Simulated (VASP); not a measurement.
# CdTe (F-43m) in VASP: further runs, part 2 of 2

VASP 6.6.1.

## Step 3: Born charges and dielectric tensor, PBE

INCAR reads:

```
PREC     = Accurate       # precision mode
ENCUT    = 520            # plane-wave cutoff, eV
EDIFF    = 1E-8           # SCF threshold, eV
ISMEAR   = 0              # smearing method
SIGMA    = 0.02           # smearing width, eV
LREAL    = False          # projectors in reciprocal space
LASPH    = True           # aspherical terms in the spheres
NELM     = 100            # most SCF steps
ALGO     = Normal         # electronic algorithm
ISIF     = 2              # what is computed and relaxed
LWAVE    = False          # write WAVECAR
LCHARG   = False          # write CHGCAR
GGA      = PE             # functional
LEPSILON = True           # dielectric tensor by DFPT
IBRION   = 8              # ionic algorithm
NSW      = 1              # ionic steps
```

KPOINTS reads:

```
regular mesh
0
Gamma
  8 8 8
```

POSCAR reads:

```
CdTe                                    
1.0
    0.0000000000      3.3124596845      3.3124596845
    3.3124596845      0.0000000000      3.3124596845
    3.3124596845      3.3124596845     -0.0000000000
  Cd              Te            
     1     1
Direct
     1.0000000000000000    1.0000000000000000    0.0000000000000000
     0.2500000000000000    0.2500000000000000    0.2500000000000000
```

Potentials or basis: VASP PAW PBE potentials, release 64 (Cd, Te).

Run with:

```sh
> cat potpaw_PBE.64/Cd/POTCAR potpaw_PBE.64/Te/POTCAR > POTCAR
> mpirun -np 1 vasp_std > vasp.out
```

OUTCAR:

```text
PREC = Accurate
   ENCUT = 520
   EDIFF = 1E-8
   ISMEAR = 0
   LREAL = False
   LASPH = True
   NELM = 100
   ISIF = 2
   GGA = PE
   LEPSILON = True
   IBRION = 8
   NSW = 1

 ion  position               nearest neighbor table
   1  0.000  0.000  0.000-   2 2.87   2 2.87   2 2.87   2 2.87
   2  0.250  0.250  0.250-   1 2.87   1 2.87   1 2.87   1 2.87

  LATTYP: Found a face centered cubic cell.
 ALAT       =     6.6249193690

  Lattice vectors:

 A1 = (   0.0000000000,   3.3124596845,   3.3124596845)
 A2 = (   3.3124596845,   0.0000000000,   3.3124596845)
 A3 = (   3.3124596845,   3.3124596845,   0.0000000000)

Analysis of symmetry for initial positions (statically):
=====================================================================
 Subroutine PRICEL returns:
 Original cell was already a primitive cell.

 Routine SETGRP: Setting up the symmetry group for a
 face centered cubic supercell.

 Subroutine GETGRP returns: Found 24 space group operations
 (whereof 24 operations were pure point group operations)
 out of a pool of 48 trial point group operations.

The static configuration has the point symmetry T_d .

Analysis of symmetry for dynamics (positions and initial velocities):
=====================================================================
 Subroutine PRICEL returns:
 Original cell was already a primitive cell.

 Routine SETGRP: Setting up the symmetry group for a
 face centered cubic supercell.

 Subroutine GETGRP returns: Found 24 space group operations
 (whereof 24 operations were pure point group operations)
 out of a pool of 48 trial point group operations.

The dynamic configuration has the point symmetry T_d .

 Subroutine INISYM returns: Found 24 space group operations
 (whereof 24 operations are pure point group operations),
 and found     1 'primitive' translations

----------------------------------------------------------------------------------------

                                     Primitive cell

  volume of cell :      72.6912

  direct lattice vectors                    reciprocal lattice vectors
     0.000000000  3.312459684  3.312459684    -0.150945233  0.150945233  0.150945233
     3.312459684  0.000000000  3.312459684     0.150945233 -0.150945233  0.150945233
     3.312459684  3.312459684  0.000000000     0.150945233  0.150945233 -0.150945233

  length of vectors
     4.684525411  4.684525411  4.684525411     0.261444813  0.261444813  0.261444813

  position of ions in fractional coordinates (direct lattice)
     0.000000000  0.000000000  0.000000000
     0.250000000  0.250000000  0.250000000

  ion indices of the primitive-cell ions
   primitive index   ion index
                 1           1
                 2           2

[... 569 lines left out ...]
    -0.00027 -0.69671  0.00000
    -0.69671 -0.00027  0.00000
     0.00000  0.00000 -0.00019

--------------------------------------- Ionic step        4  -------------------------------------------

------------------------ aborting loop because EDIFF is reached ----------------------------------------

[... ionic steps 5 to 6 ...]

--------------------------------------- Ionic step        7  -------------------------------------------

 Free energy of the ion-electron system (eV)
  ---------------------------------------------------
  ---------------------------------------------------
  free energy    TOTEN  =        -0.04923129 eV

  energy without entropy =       -0.04923129

------------------------ aborting loop because EDIFF is reached ----------------------------------------

 INTERNAL STRAIN TENSOR  FOR ION    2  DIRECTION 1   (eV/Angst):
 -----------------------------------------------------------------------------
     0.01089  0.00000  0.00000
     0.00000 -0.00301 -4.35886
     0.00000 -4.35886 -0.00301

 MACROSCOPIC STATIC DIELECTRIC TENSOR (including local field effects in DFT)
 ------------------------------------------------------
          12.861058    -0.000000    -0.000000
           0.000000    12.861058    -0.000000
           0.000000     0.000000    12.861058
 ------------------------------------------------------

 PIEZOELECTRIC TENSOR (including local field effects)  for field in x, y, z        (e  Angst)
          XX          YY          ZZ          XY          YZ          ZX
  --------------------------------------------------------------------------------
  x     0.00000    -0.00000    -0.00000     0.00000    -3.17891     0.00000
  y    -0.00000     0.00000    -0.00000     0.00000     0.00000    -3.17891
  z    -0.00000    -0.00000    -0.00000    -3.17891     0.00000     0.00000

 PIEZOELECTRIC TENSOR (including local field effects)  for field in x, y, z        (C/m^2)
          XX          YY          ZZ          XY          YZ          ZX
  --------------------------------------------------------------------------------
  x     0.00000    -0.00000    -0.00000     0.00000    -0.70066     0.00000
  y    -0.00000     0.00000    -0.00000     0.00000     0.00000    -0.70066
  z    -0.00000    -0.00000    -0.00000    -0.70066     0.00000     0.00000

 BORN EFFECTIVE CHARGES (including local field effects) (in |e|, cummulative output)
 ---------------------------------------------------------------------------------
 ion    1
    1     2.40940    -0.00000     0.00000
    2    -0.00000     2.40940    -0.00000
    3     0.00000    -0.00000     2.40940
 ion    2
    1    -2.40940     0.00000    -0.00000
    2     0.00000    -2.40940     0.00000
    3    -0.00000     0.00000    -2.40940

 INTERNAL STRAIN TENSOR FOR ION    2 for displacements in x,y,z  (eV/Angst):
          X           Y           Z          XY          YZ          ZX
  --------------------------------------------------------------------------------
  x     0.00000     0.00000     0.00000     0.00000    -4.35886     0.00000
  y     0.00000    -0.00000     0.00000     0.00000     0.00000    -4.35886
  z     0.00000     0.00000     0.00000    -4.35886     0.00000     0.00000

 SECOND DERIVATIVES (NOT SYMMETRIZED)
 ------------------------------------
               1X          1Y          1Z          2X          2Y          2Z
  1X    -3.754941    0.000000    0.000000    3.754941    0.000000    0.000000
  1Y     0.000000   -3.754941    0.000000    0.000000    3.754941    0.000000
  1Z     0.000000    0.000000   -3.754941    0.000000    0.000000    3.754941
  2X     3.747122    0.000000    0.000000   -3.747122    0.000000    0.000000
  2Y     0.000000    3.747122    0.000000    0.000000   -3.747122    0.000000
  2Z     0.000000    0.000000    3.747122    0.000000    0.000000   -3.747122

 Eigenvectors and eigenvalues of the dynamical matrix
 ----------------------------------------------------

   1 f  =    3.916754 THz    24.609691 2PiTHz  130.648847 cm-1    16.198385 meV
             X         Y         Z           dx          dy          dz
      0.000000  0.000000  0.000000    -0.729494    0.000000    0.000000
      1.656230  1.656230  1.656230     0.683987    0.000000    0.000000
[... 21 lines left out ...]
   6 f/i=    0.002037 THz     0.012798 2PiTHz    0.067941 cm-1     0.008424 meV
             X         Y         Z           dx          dy          dz
      0.000000  0.000000  0.000000     0.000000    0.000000   -0.683987
      1.656230  1.656230  1.656230     0.000000    0.000000   -0.729494

--------------------------------------------------------------------------------------------------------

 MACROSCOPIC STATIC DIELECTRIC TENSOR IONIC CONTRIBUTION
 ------------------------------------------------------
           3.852562    -0.000000     0.000000
          -0.000000     3.852562    -0.000000
           0.000000    -0.000000     3.852562
 ------------------------------------------------------

 ELASTIC MODULI CONTR FROM IONIC RELAXATION (kBar)
 Direction    XX          YY          ZZ          XY          YZ          ZX
 --------------------------------------------------------------------------------
 XX          -0.0000      0.0000      0.0000     -0.0000      0.0000     -0.0000
 YY           0.0000     -0.0000     -0.0000     -0.0000     -0.0000     -0.0000
 ZZ           0.0000     -0.0000     -0.0000      0.0000     -0.0000     -0.0000
 XY          -0.0000     -0.0000      0.0000   -117.1184      0.0000      0.0000
 YZ           0.0000     -0.0000     -0.0000      0.0000   -117.1184      0.0000
 ZX          -0.0000     -0.0000     -0.0000      0.0000      0.0000   -117.1184
 --------------------------------------------------------------------------------

 PIEZOELECTRIC TENSOR IONIC CONTR  for field in x, y, z        (C/m^2)
          XX          YY          ZZ          XY          YZ          ZX
  --------------------------------------------------------------------------------
  x    -0.00000     0.00000     0.00000     0.00000     0.63206    -0.00000
  y     0.00000     0.00000     0.00000    -0.00000    -0.00000     0.63206
  z     0.00000     0.00000    -0.00000     0.63206     0.00000    -0.00000
```

Run time: 14 min. Hardware: 1 thread of Intel Xeon Platinum 8488C (Sapphire Rapids), shared host; peak memory 0.42 GiB.

Results:

```
Band gap on the k mesh                                  : 0.57 eV, direct
Electronic dielectric tensor (diagonal)                 : 12.86
Born charges (mean of the diagonal)                     : Cd +2.41; Te -2.41 e
Highest phonon frequency at Γ, LO-TO splitting left out : 131 cm⁻¹
```

Phonon frequencies in cm⁻¹ (negative: imaginary):
| q point | frequencies |
| --- | --- |
| (0.000, 0.000, 0.000) | 0 0 0 131 131 131 |

Electronic dielectric tensor:
```
12.86  0.00  0.00
 0.00 12.86  0.00
 0.00  0.00 12.86
```

Born effective charge tensors (e):
atom 1, Cd
```
2.41 0.00 0.00
0.00 2.41 0.00
0.00 0.00 2.41
```
atom 2, Te
```
-2.41  0.00  0.00
 0.00 -2.41  0.00
 0.00  0.00 -2.41
```

Caveat: the gap is small at this level, which inflates the dielectric constant; spin-orbit coupling is left out, which moves the levels of the heavy elements.

## Step 4: Against experiment

Step 2. Measured gap of CdTe: 1.607 eV (0 K; a printed reference work, data compilation). This calculation gives 0.57 eV (-1.03 eV). So large a miss can be the level of theory's own, or it may mean another phase, state or a wrong row. Spin-orbit coupling on Cd, Te is left out. The value is that of PBE, without temperature or zero-point motion. Semilocal functionals fall short of measured gaps as a rule.

Step 3. Measured gap of CdTe: 1.607 eV (0 K; a printed reference work, data compilation). This calculation gives 0.57 eV (-1.03 eV). So large a miss can be the level of theory's own, or it may mean another phase, state or a wrong row. Spin-orbit coupling on Cd, Te is left out. The value is that of PBE, without temperature or zero-point motion. Semilocal functionals fall short of measured gaps as a rule.
